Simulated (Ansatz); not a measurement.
C:

```xyz
8
Lattice="2.5221 0.0000 0.0000 -1.2611 2.1842 0.0000 0.0000 0.0000 8.2371" Properties=species:S:1:pos:R:3 pbc="T T T"
C     1.2611    0.7281    6.9501
C     0.0000    1.4561    2.8315
C     1.2611    0.7281    5.4056
C     0.0000    1.4561    1.2870
C     0.0000    0.0000    7.4649
C     0.0000    0.0000    3.3463
C     0.0000    0.0000    4.8908
C     0.0000    0.0000    0.7722
```

This is a hexagonal form of diamond, not graphite.

Base run:

* Program: Ansatz 0.2.0
* Functional: LDA
* Potentials or basis: all-electron LAPW, scalar-relativistic
* Cutoff: 413 eV
* Density cutoff: 1653 eV
* Basis error allowed: 0.002 eV/atom
* k mesh: 12 × 12 × 4
* Occupations: fermi-dirac, width 0.05 eV
* Spin: no spin polarisation

Its results: band gap on the k mesh 4.38 eV, indirect (least direct gap 5.14 eV); pressure -12.4 GPa; largest force 0.331 eV/Å.

The run is repeated on the same cell with these changes: functional from LDA to PBEsol. What comes out?

Band gap on the k mesh 4.28 eV, indirect (least direct gap 5.13 eV); pressure -4.3 GPa; largest force 0.329 eV/Å.

PBEsol binds less tightly than LDA, so the same cell stands under more pressure.

Not every run made on this cell is shown here.
